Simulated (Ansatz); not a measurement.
# How Al2O3 changes with density

How do energy, pressure, forces, levels, charges and cost follow the density?

Computed with Ansatz 0.2.0: Kohn-Sham DFT, PBE, PAW (set soft_2). Every run is a single point, with the atoms held where the recipe put them (cutoff of the plane-wave runs 420 eV, fixed occupations).

First member: 155 atoms (62 Al, 93 O) placed at random at 2.7 g/cm³, melted at 5000 K for 10 ps at fixed volume with the Morse and Coulomb pair potential with partial charges (Pedone, Malavasi, Menziani, Cormack and Segre, J. Phys. Chem. B 110, 11780 (2006)). Quenched from 5000 K to 300 K at 20 K/ps and fixed volume, held 5 ps, then minimised at fixed cell.

Last member: 155 atoms (62 Al, 93 O) placed at random at 3.6 g/cm³, melted at 5000 K for 10 ps at fixed volume with the Morse and Coulomb pair potential with partial charges (Pedone, Malavasi, Menziani, Cormack and Segre, J. Phys. Chem. B 110, 11780 (2006)). Quenched from 5000 K to 300 K at 20 K/ps and fixed volume, held 5 ps, then minimised at fixed cell.

The members:

| density (g/cm³) | reduced formula | atoms | valence electrons | k-mesh | basis | density (g/cm³) |
| --- | --- | --- | --- | --- | --- | --- |
| 2.699 | Al2O3 | 155 | 744 | 1×1×1 | plane waves | 2.70 |
| 2.849 | Al2O3 | 155 | 744 | 1×1×1 | plane waves | 2.85 |
| 2.999 | Al2O3 | 155 | 744 | 1×1×1 | plane waves | 3.00 |
| 3.179 | Al2O3 | 155 | 744 | 1×1×1 | plane waves | 3.18 |
| 3.359 | Al2O3 | 155 | 744 | 1×1×1 | plane waves | 3.36 |
| 3.599 | Al2O3 | 155 | 744 | 1×1×1 | plane waves | 3.60 |

Each cell is one sample from a classical run, so sample-to-sample scatter enters every column.

The input of the first member, without its atom lines; other members have their own cell and atoms, and may differ in mesh, basis and outputs:

```yaml
crystal:
  lattice:
    - [12.4819, 0.0, 0.0]
    - [0.0, 12.4819, 0.0]
    - [0.0, 0.0, 12.4819]
  atoms:
    [... 155 lines ...]
kpoints:
  mp_grid: { grid: [1, 1, 1] }
hamiltonian:
  xc: pbe
scf:
  occupations: { method: fixed }
output:
  forces: true
  stress: true
  populations: true
  dos:
    method: { smearing: { sigma: 0.08 } }
    de: 0.1
    projected: { site_lists: { Al: [Al], O: [O] } }
  eigenvalues: true
  write_density: true
  write_potential: true
  volumetric_format: npy
```

**Question.** How do the results, the time and the memory go along the series?

Results; charges are mean Löwdin charges in e:

| density (g/cm³) | energy less the first member's (meV/atom) | pressure (GPa) | r.m.s. force (eV/Å) | gap (eV) | q(Al) | q(O) |
| --- | --- | --- | --- | --- | --- | --- |
| 2.699 | 0.0 | 1.60 | 0.378 | 2.90 | +1.38 | -0.85 |
| 2.849 | -6.4 | 3.44 | 0.373 | 3.10 | +1.37 | -0.85 |
| 2.999 | 3.3 | 3.48 | 0.422 | 3.14 | +1.36 | -0.84 |
| 3.179 | -40.9 | -3.16 | 0.409 | 3.16 | +1.33 | -0.82 |
| 3.359 | -18.4 | 1.65 | 0.407 | 3.58 | +1.34 | -0.83 |
| 3.599 | -12.7 | 5.59 | 0.406 | 3.94 | +1.32 | -0.82 |

The gap is that between the highest filled and lowest empty Kohn-Sham level on the run's k-points; tail or defect levels can set it, and semilocal functionals tend to put gaps under measured ones. Atoms aren't relaxed at this level, so pressure against density here is no equation of state. The projection misses up to 0.041 e an atom, so the charges add up to more than the cell's charge.

Bonds in each cell, which the recipe sets and DFT didn't move; cutoffs follow each cell's own g(r) within set bounds (mean length in Å, and neighbours of the second kind about the first):

| density (g/cm³) | Al-O length | Al-O count |
| --- | --- | --- |
| 2.699 | 1.794 | 4.07 |
| 2.849 | 1.801 | 4.16 |
| 2.999 | 1.821 | 4.31 |
| 3.179 | 1.886 | 4.77 |
| 3.359 | 1.847 | 4.47 |
| 3.599 | 1.905 | 5.18 |

Cost on 8 threads of Arm Neoverse V2, shared host:

| density (g/cm³) | atoms | basis | k-mesh | SCF cycles | time | host memory (GiB) |
| --- | --- | --- | --- | --- | --- | --- |
| 2.699 | 155 | plane waves | 1×1×1 | 9 | 23 s | 2.8 |
| 2.849 | 155 | plane waves | 1×1×1 | 9 | 23 s | 2.7 |
| 2.999 | 155 | plane waves | 1×1×1 | 9 | 22 s | 2.5 |
| 3.179 | 155 | plane waves | 1×1×1 | 10 | 21 s | 2.4 |
| 3.359 | 155 | plane waves | 1×1×1 | 9 | 20 s | 2.3 |
| 3.599 | 155 | plane waves | 1×1×1 | 9 | 18 s | 2.2 |

Times include the outputs that each run asked for, on hosts shared with other jobs.

The energy against the first member is lowest at 3.18 g/cm³ (-40.9 meV/atom) and highest at 3.00 g/cm³ (3.3 meV/atom); each member is a single configuration. The gap goes steadily from 2.9 eV at 2.70 to 3.94 eV at 3.60 g/cm³; in single samples it varies with the configuration. The mean charge on Al is lowest at 3.60 g/cm³ (+1.32 e) and highest at 2.70 g/cm³ (+1.38 e), falling overall but not at every step. The pressure is lowest at 3.18 g/cm³ (-3.2 GPa) and highest at 3.60 g/cm³ (5.6 GPa), with no steady trend. The cells at 3.18, 3.36 and 3.60 g/cm³ partly crystallised in the classical run, so the series mixes kinds of structure.

**Limits.** The quench rate of 20 K/ps is orders of magnitude faster than experiment, which tends to freeze in extra defects. The starting topology of bonds comes from the classical model, and needn't be the one that DFT or experiment would give. The cells aren't relaxed by DFT, which could reorder their energies.

[Logs are printed without paths, hosts, clocks, repeated set-up lines and the standing remarks that a program may print on its own settings, such as how far it seeks lower states.]

[Hosts, paths, dates, database ids (printed as entryN), source tags and the programs' standing remarks are cut or masked in the printed files.]
